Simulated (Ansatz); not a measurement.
Bands of KCl

```
K Cl
1.0
     3.63400    0.00000    0.00000
     0.00000    3.63400    0.00000
     0.00000    0.00000    3.63400
K Cl
1 1
Direct
  0.00000 0.00000 0.00000
  0.50000 0.50000 0.50000
```

Atoms are numbered in the order listed.

The cell is COD entry 1000050, as deposited and not checked against the literature; nothing was relaxed.

These are results of DFT, PBE, all-electron LAPW, scalar-relativistic in Ansatz 0.2.0, not measurements.

Numerical set-up: a Γ-centred 7×7×7 k mesh, Fermi–Dirac smearing of 0.01 eV, basis error target 1 meV/atom, no spin polarisation.

Points in fractions of the reciprocal vectors of this cell: Γ (0, 0, 0), X (0, 0.5, 0), M (0.5, 0.5, 0), R (0.5, 0.5, 0.5). The path joins them by straight lines in the order Γ–X–M–Γ–R–X–R–M; legs that retrace an earlier one aren't tabulated. Energies are in eV from the top of the valence band.

Is there a gap, and where are the band edges?

5.58 eV, indirect from M (0.5, 0.5, 0) to Γ.

List the levels between -20 and 6 eV at the symmetry points.


Γ: -12.91, -11.16 (×3), -0.23 (×3), 5.58
X: -13.16, -11.10 (×2), -10.95, -2.23, -0.30 (×2)
M: -12.53, -11.53 (×2), -11.06, -1.45 (×2), 0.00
R: -12.31, -11.42 (×3), -1.75 (×3)

Kohn–Sham gaps of semilocal functionals usually fall short of measured ones.
